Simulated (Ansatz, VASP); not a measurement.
Two plane-wave programs on HfN

Contents of INCAR:

```
PREC = Accurate ; ENCUT = 520
EDIFF = 1E-7 ; ISMEAR = 1
SIGMA = 0.1 ; LREAL = F
LASPH = T ; NELM = 80
ALGO = Normal ; ISIF = 2
LWAVE = F ; LCHARG = F
NBANDS = 14
```

The input KPOINTS:

```
Automatic mesh
0
Gamma
  10 10 10
```

POSCAR

```
HfN
1.0
    0.0000000000      2.4764494845      2.4764494845
    2.4764494845      0.0000000000      2.4764494845
    2.4764494845      2.4764494845      0.0000000000
Hf N
1 1
Direct
    0.0000000000      0.0000000000      0.0000000000
    0.7500000000      0.7500000000      0.7500000000
```

Input for Ansatz:

```yaml
crystal:
  lattice:
    - [0.0, 2.4764494845276794, 2.4764494845276794]
    - [2.4764494845276794, 0.0, 2.4764494845276794]
    - [2.4764494845276794, 2.4764494845276794, 0.0]
  atoms:
    - { symbol: Hf, position: [0.0, 0.0, 0.0] }
    - { symbol: "N", position: [0.75, 0.75, 0.75] }
basis:
  ecutwfc: 500.0
kpoints:
  mp_grid:
    grid: [10, 10, 10]
hamiltonian:
  xc: lda
  pseudopotentials:
    kind: paw
scf:
  occupations:
    method: methfessel_paxton
output:
  stress: true
```

The cell comes from a database or a generator and needn't be the stable form of this composition.

Alike in both runs: task single point; functional LDA; k mesh 10 × 10 × 10; no spin polarisation.

```csv
,VASP,Ansatz
version,VASP 6.6.1,Ansatz 0.2.0
potentials or method,"VASP PAW LDA potentials, release 64 (Hf_pv, N)","plane waves, PAW"
plane-wave cutoff (eV),520,500
occupations,"methfessel-paxton of order 1, width 0.1 eV",methfessel-paxton of order 1
valence electrons in the cell,15,31
```

VASP gave:

* pressure (GPa): -14.3

What did Ansatz give for the same quantities?

Pressure (GPa): -13.9.

The two sets of potentials don't hold the same shells in valence.

The runs have no spin-orbit coupling, so splittings on Hf are missing.
